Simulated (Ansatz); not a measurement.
Ba:

```xyz
1
Lattice="3.6369 0.0000 0.0000 0.0000 3.6369 0.0000 0.0000 0.0000 3.6369" Properties=species:S:1:pos:R:3 pbc="T T T"
Ba    0.0000    0.0000    0.0000
```

This isn't the form of Ba at room conditions, which is bcc.

The cell isn't the ideal one: volume scaled by 0.8.

Base run:

```yaml
Program: Ansatz 0.2.0
Functional: LDA
Potentials_or_basis: all-electron LAPW, scalar-relativistic
Cutoff: 113 eV (chosen from the basis error)
Basis_error_allowed: 0.001 eV/atom
k_mesh: 7 × 7 × 7
Occupations: gaussian, width 0.02 eV
Spin: no spin polarisation
```

Its results: pressure 0.0 GPa.

**Question.** The run is repeated on the same cell with these changes: functional from LDA to PBE; occupations from gaussian, width 0.02 eV to gaussian, width 0.05 eV. What comes out?

**Answer.** Pressure 2.3 GPa.
